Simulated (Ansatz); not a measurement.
## Is this Al2Cu structure a true minimum?

It was relaxed at this level from a cell as deposited in COD.

These are results of Ansatz, DFT PBE, scalar-relativistic, plane waves, PAW, not measurements. Cutoff 420 eV; k points 10×10×10 on the computed 6-atom cell (Γ-centred); Gaussian smearing, width 0.10 eV; no spin polarisation.

The cell below (6 atoms, space group I4/mcm (No. 140)) is relaxed within its symmetry.

```
CELL_PARAMETERS angstrom
-3.02619 3.02619 2.44162
3.02619 -3.02619 2.44162
3.02619 3.02619 -2.44162
ATOMIC_POSITIONS crystal
Al 0.65872 0.15872 0.81744
Al 0.15872 0.34128 0.50000
Al 0.34128 0.84128 0.18256
Al 0.84128 0.65872 0.50000
Cu 0.25000 0.25000 0.00000
Cu 0.75000 0.75000 0.00000
```

For the test a repeat of it with 12 atoms (edges 4.93, 4.93, 7.78 Å) was strained at random (σ = 1.5 % a component), the atoms were moved at random (σ = 0.10 Å), and all was relaxed again on a coarse 6×6×4 mesh (in the run’s order of axes) with 0.20 eV smearing, with no symmetry imposed.

**Question.** Does it come back?

**Answer.** It returns, within 1 meV/atom of the unmoved cell on that mesh and with the same symmetry when read at 0.1 Å (C2/c at 0.01 Å, so small strains and shifts remain). So it is stable against the distortions that fit this cell and that this random move excites. Modes that don't fit the cell aren't tested. Another cell of Al2Cu relaxed alike, in Fm-3m (a Materials Project cell), lies 23 meV/atom lower, so this cell isn't the stable form at this level.
